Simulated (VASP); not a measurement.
Write the native input for VASP 6.6.1 that does the following.

| Item | Value |
| --- | --- |
| Task | single point |
| Functional | LDA |
| Potentials or basis | VASP PAW LDA potentials, release 64 (O) |
| Cutoff | 520 eV |
| k mesh | 14 × 14 × 6 |
| Occupations | fermi-dirac, width 0.08 eV |
| Spin | no spin polarisation |
| Dipole correction | no |
| Further INCAR settings | ALGO = Normal; EDIFF = 1e-07; NBANDS = 20 |

The structure of O lies in POSCAR:

```
O
1.0
    2.3923391767      0.0000000000      0.0000000000
   -1.1961695884      2.0718265015      0.0000000000
    0.0000000000      0.0000000000      7.5822762446
O
4
Direct
    0.3333333333      0.6666666667      0.1712365989
    0.6666666667      0.3333333333      0.6712365989
    0.3333333333      0.6666666667      0.3287634011
    0.6666666667      0.3333333333      0.8287634011
```

The input as run:

INCAR

```
SYSTEM = O
  ALGO = Normal
  EDIFF = 1E-7
  ENCUT = 520
  ISIF = 2
  ISMEAR = -1
  LASPH = .TRUE.
  LCHARG = .FALSE.
  LREAL = .FALSE.
  LWAVE = .FALSE.
  NBANDS = 20
  NELM = 100
  PREC = Accurate
  SIGMA = 0.08
```

KPOINTS

```
k-points
0
G
  14 14 6
  0 0 0
```

Potentials or basis: VASP PAW LDA potentials, release 64 (O).

The run is started by

```bash
$ cat potpaw_LDA.64/O/POTCAR > POTCAR
$ mpirun -np 1 vasp_std > vasp.out
```

It gave:

```
Pressure               : 6.1 GPa
Largest force          : 1.902 eV/Å
Band gap on the k mesh : none (metal or under the smearing width)
```

Caveat: the standard files for N, O and F lose accuracy on very short bonds; spin is off for a triplet molecule; forces of over 1 eV/Å show positions far from the minimum, so gaps and moduli don't describe the material at rest.

It took 67 s on 1 thread of Intel(R) Xeon(R) Platinum 8488C (Sapphire Rapids), on a shared host, peak memory 0.16 GiB.
